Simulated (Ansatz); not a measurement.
# C₃H₄N₂: vertical ionisation energy

How much energy removes an electron from C₃H₄N₂ at fixed geometry? The cation is run at each level and the neutral's energy taken from earlier runs.

Computed with Ansatz 0.2.0, Gaussian basis. Level: unrestricted cation, the program's frozen cores in correlated methods.

Levels to be run: UKS PBE-D4/def2-TZVPP; UKS r2SCAN-D4/def2-TZVPP; UKS PBE0-D4/def2-TZVPP; UKS B3LYP-D4/def2-TZVPP; UKS wB97X-V/def2-TZVPP; UKS wB97M-V/def2-TZVPP; UKS B2PLYP/def2-TZVPP; UHF-CCSD(T)/def2-TZVPP; UHF-MP2/def2-QZVPP; extrapolation to the limit; then −ε(HOMO) from the neutral's earlier runs with LDA (SPW92), PBE-D4, revPBE-D4, BLYP-D4, r2SCAN-D4, B97M-V, PBE0-D4, B3LYP-D4, r2SCANh-D4, r2SCAN0-D4, HSE06-D4, BHLYP-D4, CAM-B3LYP-D4, LC-ωPBE, ωB97X-V, ωB97M-V.

### 1 Structure used throughout

An earlier PBE0-D4 in a triple-zeta def2 set relaxation fixed the geometry.

SMILES `c1c[nH]cn1`, 9 atoms, charge 0, spin multiplicity 1.

Atoms are counted from 1 here; the program's logs count them from 0.

Bond lengths: C1–C2 1.365 Å, C1–N5 1.368 Å, C1–H6 1.079 Å, C2–N3 1.369 Å, C2–H7 1.077 Å, N3–C4 1.355 Å, N3–H8 1.004 Å, C4–N5 1.307 Å, C4–H9 1.080 Å. Angles: C2–C1–N5 110.6°, C2–C1–H6 127.8°, N5–C1–H6 121.6°, C1–C2–N3 105.1°, C1–C2–H7 132.5°, N3–C2–H7 122.4°, C2–N3–C4 107.3°, C2–N3–H8 126.2°, C4–N3–H8 126.4°, N3–C4–N5 111.6°, N3–C4–H9 122.5°, N5–C4–H9 125.9°, C1–N5–C4 105.4°.

### 2 Cation, UKS PBE-D4/def2-TZVPP

The input, in.yaml:

```yaml
crystal:
  periodic: [false, false, false]
  atoms:
    - {symbol: C, position_ang: [0.011154, 1.133851, -0.468291]}
    - {symbol: C, position_ang: [0.718196, -0.009644, -0.706077]}
    - {symbol: N, position_ang: [0.213233, -0.929388, 0.172734]}
    - {symbol: C, position_ang: [-0.758117, -0.312927, 0.889155]}
    - {symbol: N, position_ang: [-0.905326, 0.933722, 0.526863]}
    - {symbol: H, position_ang: [0.112582, 2.089107, -0.959434]}
    - {symbol: H, position_ang: [1.509172, -0.246319, -1.397785]}
    - {symbol: H, position_ang: [0.509225, -1.884514, 0.267670]}
    - {symbol: H, position_ang: [-1.321720, -0.820188, 1.657965]}
basis:
  gaussian: {orbitals: def2-TZVPP}
total_charge: 1
magnetization: {spin_polarized: true, initial_magnetization: 1}
hamiltonian: {xc: pbe, dispersion: d4}
```

On the command line:

```sh
> ansatz run in.yaml --threads 4 --pin off --events-out ev --progress --plain --max-ram 10444MiB
```

The runs that follow: Cation, UKS r2SCAN-D4/def2-TZVPP; Cation, UKS PBE0-D4/def2-TZVPP; Cation, UKS B3LYP-D4/def2-TZVPP; Cation, UKS wB97X-V/def2-TZVPP; Cation, UKS wB97M-V/def2-TZVPP; Cation, UKS B2PLYP (frozen core)/def2-TZVPP; Cation, UHF-CCSD(T)/def2-TZVPP; Cation, UHF-MP2/def2-QZVPP.

Q: Predict the results of all the runs planned. Wanted: ionisation energy, CCSD(T)/CBS; nearest functional by difference; nearest −ε(HOMO); −ε(HOMO) of PBE; T1 of the cation.

The runs gave:

| quantity | value |
| --- | --- |
| ionisation energy, CCSD(T)/CBS | 9.12 eV |
| nearest functional by difference | PBE-D4 (-0.11 eV) |
| nearest −ε(HOMO) | ωB97X-V (-0.17 eV) |
| −ε(HOMO) of PBE | 5.67 eV |
| T1 of the cation | 0.021 |

By cation minus neutral, the functionals miss by 0.25 eV at most. −ε(HOMO) of PBE misses by 3.4 eV, since self-interaction lifts the level. Among orbital estimates ωB97X-V comes nearest. Hartree-Fock falls 1.65 eV short, as the neutral has more correlation energy than the cation.
